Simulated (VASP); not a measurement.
# BiTe (Fm-3m) in VASP: further runs

The runs below take BiTe through single point, with PBE.

All numbers are computed with VASP 6.6.1; they aren't measurements. Logs are shortened: lines on timing, memory, paths and dates and some standing lists are left out, and cuts for length are marked.

## Step 1: The structure

Symmetry: Fm-3m, No. 225, cubic system. Conventional cell: a = 6.470 Å, b = 6.470 Å, c = 6.470 Å, α = 90.00°, β = 90.00°, γ = 90.00°. Bi (site symmetry m-3m) is surrounded by 6 Te at 3.23 Å. Te (site symmetry m-3m) has 6 Bi at 3.23 Å as nearest neighbours.

## Step 2: Single point, PBE

Input file INCAR:

```
PREC = Accurate
ENCUT = 520
EDIFF = 1E-6
ISMEAR = 0
SIGMA = 0.15
LREAL = F
LASPH = T
NELM = 100
ALGO = Fast
ISIF = 2
LWAVE = F
LCHARG = T
GGA = PE
LELF = T
LVHAR = T
NBANDS = 18
```

Input file KPOINTS:

```
regular mesh
0
Gamma
  14 14 14
```

Input file POSCAR:

```
BiTe
1.0
    0.0000000000      3.2350000000      3.2350000000
    3.2350000000      0.0000000000      3.2350000000
    3.2350000000      3.2350000000      0.0000000000
Bi Te
1 1
Direct
    0.0000000000      0.0000000000      0.0000000000
    0.5000000000      0.5000000000      0.5000000000
```

Potentials or basis: VASP PAW PBE potentials, release 64 (Bi_d, Te).

The run is started by

```sh
$ cat potpaw_PBE.64/Bi_d/POTCAR potpaw_PBE.64/Te/POTCAR > POTCAR
$ mpirun -np 1 vasp_std > vasp.out
```

OUTCAR:

```text
PREC = Accurate
   ENCUT = 520
   EDIFF = 1E-6
   ISMEAR = 0
   LREAL = F
   LASPH = T
   NELM = 100
   ISIF = 2
   GGA = PE

 ion  position               nearest neighbor table
   1  0.000  0.000  0.000-   2 3.23   2 3.23   2 3.23   2 3.23   2 3.23   2 3.23
   2  0.500  0.500  0.500-   1 3.23   1 3.23   1 3.23   1 3.23   1 3.23   1 3.23

  LATTYP: Found a face centered cubic cell.
 ALAT       =     6.4700000000

  Lattice vectors:

 A1 = (   0.0000000000,   3.2350000000,   3.2350000000)
 A2 = (   3.2350000000,   0.0000000000,   3.2350000000)
 A3 = (   3.2350000000,   3.2350000000,   0.0000000000)

Analysis of symmetry for initial positions (statically):
=====================================================================
 Subroutine PRICEL returns:
 Original cell was already a primitive cell.

 Routine SETGRP: Setting up the symmetry group for a
 face centered cubic supercell.

 Subroutine GETGRP returns: Found 48 space group operations
 (whereof 48 operations were pure point group operations)
 out of a pool of 48 trial point group operations.

The static configuration has the point symmetry O_h .

Analysis of symmetry for dynamics (positions and initial velocities):
=====================================================================
 Subroutine PRICEL returns:
 Original cell was already a primitive cell.

 Routine SETGRP: Setting up the symmetry group for a
 face centered cubic supercell.

 Subroutine GETGRP returns: Found 48 space group operations
 (whereof 48 operations were pure point group operations)
 out of a pool of 48 trial point group operations.

The dynamic configuration has the point symmetry O_h .

 Subroutine INISYM returns: Found 48 space group operations
 (whereof 48 operations are pure point group operations),
 and found     1 'primitive' translations

----------------------------------------------------------------------------------------

                                     Primitive cell

  volume of cell :      67.7100

  direct lattice vectors                    reciprocal lattice vectors
     0.000000000  3.235000000  3.235000000    -0.154559505  0.154559505  0.154559505
     3.235000000  0.000000000  3.235000000     0.154559505 -0.154559505  0.154559505
     3.235000000  3.235000000  0.000000000     0.154559505  0.154559505 -0.154559505

  length of vectors
     4.574980874  4.574980874  4.574980874     0.267704916  0.267704916  0.267704916

  position of ions in fractional coordinates (direct lattice)
     0.000000000  0.000000000  0.000000000
     0.500000000  0.500000000  0.500000000

  ion indices of the primitive-cell ions
   primitive index   ion index
                 1           1
                 2           2

----------------------------------------------------------------------------------------

 KPOINTS: regular mesh

Automatic generation of k-mesh.
 Grid dimensions read from file:
 generate k-points for:   14   14   14

 Generating k-lattice:

  Cartesian coordinates                     Fractional coordinates (reciprocal lattice)
    -0.011039965  0.011039965  0.011039965     0.071428571  0.000000000  0.000000000
     0.011039965 -0.011039965  0.011039965     0.000000000  0.071428571  0.000000000
     0.011039965  0.011039965 -0.011039965     0.000000000  0.000000000  0.071428571

  Length of vectors
     0.019121780  0.019121780  0.019121780

  Shift w.r.t. Gamma in fractional coordinates (k-lattice)
     0.000000000  0.000000000  0.000000000

 Subroutine IBZKPT returns following result:
 ===========================================

 Found    104 irreducible k-points:

 Following reciprocal coordinates:
            Coordinates               Weight
  0.000000  0.000000  0.000000      1.000000
  0.071429  0.000000  0.000000      8.000000
  0.142857  0.000000  0.000000      8.000000
  0.214286  0.000000  0.000000      8.000000
  0.285714  0.000000  0.000000      8.000000
  0.357143  0.000000  0.000000      8.000000
[... 16 lines left out ...]
  0.214286  0.142857  0.000000     24.000000
  0.285714  0.142857  0.000000     24.000000
 [... further k-points ...]
   k-points           NKPTS =    104   k-points in BZ     NKDIM =    104   number of bands    NBANDS=     18
   number of dos      NEDOS =    301   number of ions     NIONS =      2
   total plane-waves  NPLWV =  46656
   dimension x,y,z NGX =    36 NGY =   36 NGZ =   36
   dimension x,y,z NGXF=    72 NGYF=   72 NGZF=   72
   ions per type =               1   1
   NGX,Y,Z   is equivalent  to a cutoff of  13.08, 13.08, 13.08 a.u.
   NGXF,Y,Z  is equivalent  to a cutoff of  26.16, 26.16, 26.16 a.u.
 SYSTEM =  unknown system
   PREC   = accura    normal or accurate (medium, high low for compatibility)
   ISTART =      0    job   : 0-new  1-cont  2-samecut
   ICHARG =      2    charge: 1-file 2-atom 10-const
   ISPIN  =      1    spin polarized calculation?
   LNONCOLLINEAR =      F non collinear calculations
   LSORBIT =      F    spin-orbit coupling
   LASPH  =      T    aspherical Exc in radial PAW
   ENCUT  =  520.0 eV  38.22 Ry    6.18 a.u.   8.51  8.51  8.51*2*pi/ulx,y,z
   NELM   =    100;   NELMIN=  2; NELMDL= -5     # of ELM steps
   EDIFF  = 0.1E-05   stopping-criterion for ELM
   LREAL  =      F    real-space projection
   EDIFFG = 0.1E-04   stopping-criterion for IOM
   NSW    =      0    number of steps for IOM
   IBRION =     -1    ionic relax: 0-MD 1-quasi-New 2-CG
   NFREE  =      0    steps in history (QN), initial steepest desc. (CG)
   ISIF   =      2    stress and relaxation
   ISYM   =      2    0-nonsym 1-usesym 2-fastsym
   POTIM  = 0.5000    time-step for ionic-motion
   TEBEG  =    0.0;   TEEND  =   0.0 temperature during run
   PSTRESS=    0.0 pullay stress
   NELECT =      21.0000    total number of electrons
   NUPDOWN=      -1.0000    fix difference up-down
   EMIN   =  10.00;   EMAX   =-10.00  energy-range for DOS
   EFERMI =   0.00;   METHOD = LEGACY
   ISMEAR =     0;   SIGMA  =   0.15  broadening in eV -4-tet -1-fermi 0-gaus
   EFERMI_NEDOS =   21; number of points for ismear=-14 and -15
   IALGO  =     68    algorithm
   IMIX   =      4    mixing-type and parameters
     AMIX     =   0.40;   BMIX     =  1.00
     AMIX_MAG =   1.60;   BMIX_MAG =  1.00
  volume/ion in A,a.u.               =      33.86       228.46
  Fermi-wavevector in a.u.,A,eV,Ry     =   1.108146  2.094092 16.707785  1.227988
  Thomas-Fermi vector in A             =   2.244669
   LORBIT       =      0    0 simple, 1 ext, 2 COOP (PROOUT), +10 PAW based schemes
   GGA     = PE    functional components
   LHFCALC =     F    Hartree Fock is set to
   AEXX    =    0.0000 exact exchange contribution
   IVDW    =     0    specifies the selected vdW correction
   LEPSILON=     F    determine dielectric tensor
   LRPA    =     F    only Hartree local field effects (RPA)
 non-spin polarized calculation
 RMM-DIIS sequential band-by-band and
 Gauss-broadening in eV      SIGMA  =   0.15
  energy-cutoff  :      520.00
  volume of cell :       67.71
 maximum number of plane-waves:      1845
 NGX is ok and might be reduce to    36
   NGX = 17   NGY = 17   NGZ = 17

 number of electron      21.0000001 magnetization

 Free energy of the ion-electron system (eV)
  ---------------------------------------------------
  ext. energy  EPLUGINS =         0.00000000
  ---------------------------------------------------
  free energy    TOTEN  =        -7.17981893 eV

  energy without entropy =       -7.16349596  energy(sigma->0) =       -7.17165745

 E-fermi :   6.6649     XC(G=0):  -9.4342

 val. band max:        6.6507827843   @ k =  -0.3571   0.3571   0.1429
 cond. band min:       6.6760899798   @ k =  -0.4286   0.1429   0.0000
 fundamental gap:      0.0253071954
 Fermi energy:         6.6649439075

 k-point     1 :       0.0000    0.0000    0.0000
  band No.  band energies     occupation
      1     -16.5010      2.00000
      2     -16.5010      2.00000
      3     -16.4980      2.00000
      4     -16.4980      2.00000
      5     -16.4980      2.00000
      6      -6.8728      2.00000
[... 10 lines left out ...]
     17      12.7665      0.00000
     18      13.2114      0.00000

 k-point     2 :       0.0714    0.0000    0.0000
  band No.  band energies     occupation
      1     -16.5011      2.00000
      2     -16.5011      2.00000
      3     -16.4979      2.00000
      4     -16.4977      2.00000
      5     -16.4977      2.00000
      6      -6.8271      2.00000
[... 10 lines left out ...]
     17      13.0917      0.00000
     18      13.5772      0.00000

 k-point     3 :       0.1429    0.0000    0.0000
  band No.  band energies     occupation
      1     -16.5017      2.00000
      2     -16.5017      2.00000
      3     -16.4976      2.00000
      4     -16.4968      2.00000
      5     -16.4968      2.00000
      6      -6.6908      2.00000
[... 10 lines left out ...]
     17      13.9038      0.00000
     18      14.2818      0.00000

 k-point     4 :       0.2143    0.0000    0.0000
  band No.  band energies     occupation
      1     -16.5026      2.00000
      2     -16.5026      2.00000
      3     -16.4972      2.00000
      4     -16.4954      2.00000
      5     -16.4954      2.00000
      6      -6.4657      2.00000
[... 375 lines left out ...]
      4     -16.4961      2.00000
      5     -16.4961      2.00000
      6      -6.6331      2.00000
[... 10 lines left out ...]
     17      13.1778      0.00000
     18      13.5110      0.00000

 k-point    23 :       0.2143    0.1429    0.0000
  band No.  band energies     occupation
      1     -16.5045      2.00000
      2     -16.5001      2.00000
      3     -16.4987      2.00000
      4     -16.4951      2.00000
      5     -16.4948      2.00000
      6      -6.4719      2.00000
[... 10 lines left out ...]
     17      13.6074      0.00000
     18      13.8944      0.00000

 k-point    24 :       0.2857    0.1429    0.0000
  band No.  band energies     occupation
      1     -16.5056      2.00000
      2     -16.5007      2.00000
      3     -16.4983      2.00000
      4     -16.4940      2.00000
      5     -16.4933      2.00000
      6      -6.2262      2.00000
[... 10 lines left out ...]
     17      14.4483      0.00000
     18      14.7068      0.00000

 [... further k-points ...]
[... 5 lines left out ...]
  --------------------------------------------------------------------------------------
  -------------------------------------------------------------------------------------
  Total        0.3038670      0.3038670      0.3038670     -0.0000000      0.0000000     -0.0000000
  in kB        7.1902045      7.1902045      7.1902045     -0.0000000      0.0000000     -0.0000000
  external PRESSURE =       7.1902045 kB  Pullay stress =       0.0000000 kB

 VOLUME and BASIS-vectors are now :
 -----------------------------------------------------------------------------
  energy-cutoff  :      520.00
  volume of cell :       67.71
      direct lattice vectors                 reciprocal lattice vectors
     0.000000000  3.235000000  3.235000000    -0.154559505  0.154559505  0.154559505
     3.235000000  0.000000000  3.235000000     0.154559505 -0.154559505  0.154559505
     3.235000000  3.235000000  0.000000000     0.154559505  0.154559505 -0.154559505

 POSITION                                       TOTAL-FORCE (eV/Angst)
 -----------------------------------------------------------------------------------
      0.00000      0.00000      0.00000        -0.000000      0.000000      0.000000
      3.23500      3.23500      3.23500         0.000000     -0.000000     -0.000000
 -----------------------------------------------------------------------------------
    total drift:                               -0.000000      0.000000      0.000000

  FREE ENERGIE OF THE ION-ELECTRON SYSTEM (eV)
  ---------------------------------------------------
  free  energy   TOTEN  =        -7.1798189345 eV

  energy  without entropy=       -7.1634959568  energy(sigma->0) =       -7.17165745
```

Wall time 1.7 min (1 thread of Intel Xeon Platinum 8259CL at 2.50GHz (Skylake/Cascade Lake), shared host); peak memory 0.29 GiB.

Results:

| Property | Result |
| --- | --- |
| Free energy | -7.1798 eV |
| Pressure | 0.7 GPa |
| Band gap on the k mesh | none (metal or under the smearing width) |

Caveat: spin-orbit coupling is left out, which moves the levels of the heavy elements.

## Step 3: Single point, PBE

Input file INCAR:

```
SYSTEM = BiTe
ALGO = Fast ; EDIFF = 1E-6
ENCUT = 520 ; GGA = PE
ISIF = 2 ; ISMEAR = 0
LASPH = .True. ; LCHARG = .False.
LREAL = .False. ; LWAVE = .False.
NBANDS = 18 ; NELM = 100
PREC = Accurate ; SIGMA = 0.15
```

Input file KPOINTS:

```
k-points
0
Gamma
  14 14 14
  0 0 0
```

POSCAR is that of step 2.

Potentials or basis: VASP PAW PBE potentials, release 64 (Bi_d, Te).

The run is started by

```sh
$ cat potpaw_PBE.64/Bi_d/POTCAR potpaw_PBE.64/Te/POTCAR > POTCAR
$ mpirun -np 1 vasp_std > vasp.out
```

Wall time 94 s (1 thread of Intel Xeon Platinum 8259CL at 2.50GHz (Skylake/Cascade Lake), shared host); peak memory 0.29 GiB.

Results (log left out):

```
Free energy            : -7.1798 eV
Pressure               : 0.7 GPa
Band gap on the k mesh : none (metal or under the smearing width)
```

Levels at points of the mesh, in eV from the Fermi level:
| k point | band 6 | band 7 | band 8 | band 9 | band 10 | band 11 | band 12 | band 13 | band 14 | band 15 |
| --- | --- | --- | --- | --- | --- | --- | --- | --- | --- | --- |
| (0.00, 0.00, 0.00) | -13.54 | -8.14 | -2.56 | -2.56 | -2.56 | 2.14 | 2.14 | 2.14 | 4.65 | 4.65 |
| (0.50, 0.00, 0.00) | -11.59 | -11.26 | -1.93 | -1.93 | -1.61 | -0.83 | -0.64 | -0.64 | 7.31 | 7.76 |
| (0.50, 0.50, 0.00) | -11.78 | -9.97 | -5.67 | -4.03 | -4.03 | 2.23 | 3.58 | 3.58 | 4.94 | 8.65 |

Caveat: spin-orbit coupling is left out, which moves the levels of the heavy elements.
